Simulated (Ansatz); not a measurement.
The system is W.

```
CELL_PARAMETERS angstrom
0.00000 2.03000 2.03000
2.03000 0.00000 2.03000
2.03000 2.03000 0.00000
ATOMIC_POSITIONS crystal
W 0.00000 0.00000 0.00000
```

This isn't the form of W at room conditions, which is bcc.

| Item | Value |
| --- | --- |
| Program | Ansatz 0.2.0 |
| Task | relaxation of cell and atoms |
| Functional | PBEsol |
| Potentials or basis | Ansatz PAW |
| Cutoff | 420 eV (not typed: the program's choice for these potentials) |
| k mesh | 11 × 11 × 11 |
| Occupations | fermi-dirac, width 0.05 eV |
| Spin | no spin polarisation |

At the start: volume 16.73 Å³/atom.

Problem. Where does the relaxation end?

Solution. It ends after 5 steps and the volume is 16.00 Å³/atom (-4.4 %); space group Fm-3m (No. 225, to 0.05 Å).

The path:
```tsv
step	energy change (eV)	largest force (eV/Å)	volume (Å³)
1	0.0000	0.0000	16.73
2	-0.0299	0.0000	16.10
3	-0.0305	0.0000	15.99
4	-0.0305	0.0000	16.00
5	-0.0303	0.0000	16.00
```

Final structure:
```
W
1.0
     0.00000    1.99991    1.99991
     1.99991    0.00000    1.99991
     1.99991    1.99991    0.00000
W
1
Direct
  0.00000 0.00000 0.00000
```

Caveat: the plane-wave basis is chosen anew once the cell has moved, so the energies of steps on either side of that aren't comparable; the PAW data sets come from PBE, with cores solved anew for the run's functional, which leaves a small shift of forces and pressure.
